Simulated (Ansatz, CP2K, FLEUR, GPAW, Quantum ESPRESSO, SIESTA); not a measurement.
**One structure in several programs: InCuS2 (I-42d, 8 atoms in the cell)**

Self-consistent single point, at a second geometry (lattice scaled by 0.98). First geometry:

```
CELL_PARAMETERS angstrom
     -2.81182     2.81182     5.66711
      2.81182    -2.81182     5.66711
      2.81182     2.81182    -5.66711
ATOMIC_POSITIONS crystal
  In 0.50000 0.50000 0.00000
  In 0.25000 0.75000 0.50000
  Cu 0.75000 0.25000 0.50000
  Cu 0.00000 0.00000 0.00000
  S  0.87500 0.90380 0.52880
  S  0.09620 0.62500 0.97120
  S  0.37500 0.34620 0.47120
  S  0.65380 0.12500 0.02880
```

Shared settings, as Ansatz (a quantum-chemistry and plane-wave program) writes them: kpoints.mp_grid.grid = 4 4 4; scf.occupations.method = gaussian; scf.occupations.width = 0.136 eV. Potentials and cutoffs stand in the table.

```csv
code,model,ΔF from the first geometry (meV/atom),pressure (GPa),largest force (eV/Å),cutoff
SIESTA,"GGA PBE, numerical atomic orbitals DZP, PseudoDojo PBE standard norm-conserving potentials (rewritten from UPF to PSML)",1.3,2.49,0.167,grid 400 Ry
Ansatz,"PBE, default PAW files",3.6,2.56,0.135,420 eV
FLEUR,"PBE, all-electron FLAPW (FLEUR), scalar-relativistic valence",–,–,0.134,Kmax 4 1/bohr
GPAW,"PBE, GPAW PAW datasets PBE (gpaw-data 1.0.1)",4.9,2.64,0.038,800 eV
Quantum ESPRESSO,"PBE, PSlibrary PAW (PBE) pseudopotentials",5.0,2.03,0.165,50 Ry
CP2K,"PBE, GPW, DZVP-MOLOPT-SR-GTH basis, GTH-PBE potentials (GTH_POTENTIALS)",8.1,3.21,0.135,grid 600 Ry
```

For Quantum ESPRESSO (by 0.7 GPa) the energy change implies a higher mean pressure, against the two pressures, than for the other programs: a sign of finite-basis (Pulay) stress.

Size of the force on each atom (eV/Å): Sizes of forces hide their directions.

```csv
code,In1,In2,Cu3,Cu4,S5,S6,S7,S8
SIESTA,0.001,0.001,0.003,0.003,0.167,0.165,0.165,0.167
Ansatz,0.000,0.000,0.000,0.000,0.135,0.135,0.135,0.135
FLEUR,0.000,0.000,0.000,0.000,0.134,0.134,0.134,0.134
GPAW,0.000,0.000,0.000,0.000,0.038,0.038,0.038,0.038
Quantum ESPRESSO,0.000,0.000,0.000,0.000,0.165,0.165,0.165,0.165
CP2K,0.000,0.000,0.000,0.000,0.135,0.135,0.135,0.135
```

A dash marks a value that a program does not give, or that is left out as unsure.

On Ansatz's run: spin polarisation is off.

The spread over the programs that give each value: ΔF from the first geometry within 6.8 meV/atom; pressure within 1.18 GPa; largest force within 0.129 eV/Å.

SIESTA and CP2K use small atom-centred bases, whose incompleteness enters pressures, forces and empty levels differently from a plane-wave cutoff. FLEUR treats all electrons, but the usual bases taken here (sphere radii, linearisation, local orbitals, empty states) were not tested for convergence, so the values are no reference for the others. Ansatz's pressure is given at a fixed set of plane waves, as the other plane-wave codes print theirs; with its correction for the finite basis it is 2.61 GPa. In the force vectors, GPAW (by 0.098) lies more than 0.08 eV/Å from the median of the plane-wave programs.

The starting cell comes from a database of computed structures (which also holds hypothetical and non-ambient phases and stackings), without a prior relaxation at this level. Its lattice was rescaled by a random factor within 2.5 % of one. For this run, on top of that: lattice scaled by 0.98.

Keys are those of Ansatz 0.2.
